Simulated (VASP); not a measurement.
# A VASP 6.6.1 single-point calculation on SrO

INCAR

```
LWAVE = .FALSE.
LASPH = .TRUE.
PREC = Accurate
ISIF = 2
NBANDS = 15
SIGMA = 0.02
IBRION = -1
GGA = RP
LREAL = .FALSE.
ISMEAR = -1
ENCUT = 520
ISYM = 1
LCHARG = .FALSE.
NELM = 120
EDIFF = 1E-7
NSW = 0
```

KPOINTS

```
KPOINTS created by Atomic Simulation Environment
0
Gamma
8 8 8
0 0 0
```

POSCAR

```
Sr O
 1.0000000000000000
     0.0000000000000000    2.5024955561000000    2.5024955561000000
     2.5024955561000000    0.0000000000000000    2.5024955561000000
     2.5024955561000000    2.5024955561000000    0.0000000000000000
 Sr  O
   1   1
Cartesian
  0.0000000000000000  0.0000000000000000  0.0000000000000000
  2.5024955561000000  2.5024955561000000  2.5024955561000000
```

The recommended PBE PAW datasets give the neutral cell 16 valence electrons.

Command

```
mpirun -np 1 vasp_std
```

OSZICAR

```
N       E                     dE             d eps       ncg     rms          rms(c)
DAV:   1     0.706068217014E+02    0.70607E+02   -0.87294E+03   870   0.106E+03
DAV:   2    -0.102071518025E+02   -0.80814E+02   -0.75164E+02  1172   0.227E+02
DAV:   3    -0.133012665070E+02   -0.30941E+01   -0.30823E+01  1128   0.394E+01
DAV:   4    -0.133510267078E+02   -0.49760E-01   -0.49755E-01  1071   0.483E+00
DAV:   5    -0.133520926659E+02   -0.10660E-02   -0.10659E-02  1114   0.512E-01    0.189E+01
DAV:   6    -0.112239993186E+02    0.21281E+01   -0.63352E+00   891   0.202E+01    0.218E+01
DAV:   7    -0.111375983098E+02    0.86401E-01   -0.22591E-01  1094   0.450E+00    0.127E+01
DAV:   8    -0.111499296530E+02   -0.12331E-01   -0.10790E-01  1066   0.335E+00    0.659E-01
DAV:   9    -0.111527725562E+02   -0.28429E-02   -0.52003E-03  1094   0.558E-01    0.260E-01
DAV:  10    -0.111541138165E+02   -0.13413E-02   -0.13684E-03   905   0.287E-01    0.498E-02
DAV:  11    -0.111542269982E+02   -0.11318E-03   -0.10898E-04  1017   0.844E-02    0.386E-02
DAV:  12    -0.111542672362E+02   -0.40238E-04   -0.69041E-05   912   0.605E-02    0.329E-03
DAV:  13    -0.111542671663E+02    0.69858E-07   -0.72569E-07  1150   0.731E-03
   1 F= -.11154267E+02 E0= -.11154267E+02  d E =-.110090E-12
```

From OUTCAR

```
k-points           NKPTS =     29   k-points in BZ     NKDIM =     29   number of bands    NBANDS=     15

   NELECT =      16.0000    total number of electrons

   dimension x,y,z NGX =    28 NGY =   28 NGZ =   28
   dimension x,y,z NGXF=    56 NGYF=   56 NGZF=   56

  energy-cutoff  :      520.00
  volume of cell :       31.34
      direct lattice vectors                 reciprocal lattice vectors
     0.000000000  2.502495556  2.502495556    -0.199800555  0.199800555  0.199800555
     2.502495556  0.000000000  2.502495556     0.199800555 -0.199800555  0.199800555
     2.502495556  2.502495556  0.000000000     0.199800555  0.199800555 -0.199800555

 k-points in reciprocal lattice and weights: KPOINTS created by Atomic Simulation Env
   0.00000000  0.00000000  0.00000000       0.002
   0.12500000  0.00000000  0.00000000       0.016
   0.25000000  0.00000000  0.00000000       0.016
   0.37500000  0.00000000  0.00000000       0.016
   0.50000000  0.00000000  0.00000000       0.008
   0.12500000  0.12500000  0.00000000       0.012
   0.25000000  0.12500000  0.00000000       0.047
   0.37500000  0.12500000  0.00000000       0.047
   ...

 E-fermi :   2.7472

 k-point     1 :       0.0000    0.0000    0.0000
  band No.  band energies     occupation
      1     -29.9743      2.00000
      2     -13.0461      2.00000
      3     -11.5234      2.00000
      4     -11.5234      2.00000
      5     -11.5234      2.00000
      6       2.2397      2.00000
      7       2.2397      2.00000
      8       2.2397      2.00000
      9       7.0134      0.00000
     10       8.6799      0.00000
     11       8.6799      0.00000
     12       8.6799      0.00000
     13      10.9792      0.00000
     14      10.9792      0.00000
     15      15.5726      0.00000

 k-point     2 :       0.1250    0.0000    0.0000
  band No.  band energies     occupation
      1     -29.9465      2.00000
      2     -13.4180      2.00000
      3     -11.5376      2.00000
      4     -11.5376      2.00000
      5     -11.2164      2.00000
      6       1.7820      2.00000
      7       2.0115      2.00000
      8       2.0115      2.00000
      9       7.7261      0.00000
     10       8.5439      0.00000
     11       9.0118      0.00000
     12       9.0118      0.00000
     13      11.4446      0.00000
     14      11.4446      0.00000
     15      16.6335      0.00000

 k-point     3 :       0.2500    0.0000    0.0000
  band No.  band energies     occupation
      1     -29.8783      2.00000
      2     -14.0495      2.00000
      3     -11.5711      2.00000
      4     -11.5711      2.00000
      5     -10.7423      2.00000
      6       0.9167      2.00000
      7       1.5237      2.00000
      8       1.5237      2.00000
      9       8.5476      0.00000
     10       9.3064      0.00000
     11       9.9156      0.00000
     12       9.9156      0.00000
     13      12.5968      0.00000
     14      12.5968      0.00000
     15      18.7977      0.00000

 ...

  Total        3.2041152      3.2041152      3.2041152      0.0000000      0.0000000      0.0000000
  in kB      163.7829759    163.7829759    163.7829759      0.0000000      0.0000000      0.0000000
  external PRESSURE =     163.7829759 kB  Pullay stress =       0.0000000 kB

 POSITION                                       TOTAL-FORCE (eV/Angst)
 -----------------------------------------------------------------------------------
      0.00000      0.00000      0.00000        -0.000000     -0.000000     -0.000000
      2.50250      2.50250      2.50250         0.000000      0.000000      0.000000
 -----------------------------------------------------------------------------------
    total drift:                                0.000000      0.000000      0.000000

  FREE ENERGIE OF THE ION-ELECTRON SYSTEM (eV)
  ---------------------------------------------------
  free  energy   TOTEN  =       -11.1542671663 eV

  energy  without entropy=      -11.1542671663  energy(sigma->0) =      -11.15426717
```

It converged. Results: gap between bands v and c on the k mesh 3.32 eV; least direct gap on the k mesh 3.34 eV; pressure 16.4 GPa. Band v is the last that the valence electrons fill when counted band by band, and c is the next.

For comparison, a separate PBE run of the intended cell, on usual settings and not on those above, gives a gap of 3.20 eV on its mesh and a pressure of 13.0 GPa.

The run above took about 10 s on one core of a shared host (Intel Xeon Platinum 8488C) and held 0.16 GiB at most.
